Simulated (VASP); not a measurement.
A run of VASP 6.6.1:

The input INCAR:

```
SYSTEM = EuS
PREC = Accurate ; ENCUT = 520
EDIFF = 1E-7 ; ISMEAR = 0
SIGMA = 0.05 ; LREAL = .False.
LASPH = .True. ; NELM = 150
ALGO = Normal ; ISIF = 2
LWAVE = .False. ; LCHARG = .True.
ISPIN = 2 ; MAGMOM = 7.56 0
LORBIT = 11 ; LMAXMIX = 6
LDAU = .True. ; LDAUTYPE = 2
LDAUL = 3 -1 ; LDAUU = 6 0
LDAUJ = 0 0 ; LDAUPRINT = 1
GGA = PE ; LELF = .True.
LVHAR = .True. ; NBANDS = 22
```

The input KPOINTS:

```
Automatic mesh
0
Gamma
  8 8 8
  0 0 0
```

File POSCAR:

```
EuS
1.0
    0.0000000000      2.9931229596      2.9931229596
    2.9931229596      0.0000000000      2.9931229596
    2.9931229596      2.9931229596      0.0000000000
Eu S
1 1
Direct
    0.0000000000      0.0000000000      0.0000000000
    0.5000000000      0.5000000000      0.5000000000
```

Potentials or basis: VASP PAW PBE potentials, release 64 (Eu, S).

Command:

```console
$ cat potpaw_PBE.64/Eu/POTCAR potpaw_PBE.64/S/POTCAR > POTCAR
$ mpirun -np 1 vasp_std > vasp.out
```

Hardware: 1 thread of Intel(R) Xeon(R) Platinum 8259CL CPU @ 2.50GHz (Skylake/Cascade Lake), on a shared host.

Task: Estimate the wall time of this run.

Result: Run time: 98 s on 1 thread of Intel(R) Xeon(R) Platinum 8259CL CPU @ 2.50GHz (Skylake/Cascade Lake) (shared host), peak memory 0.24 GiB. Counts: scf iterations 18, k points 29.
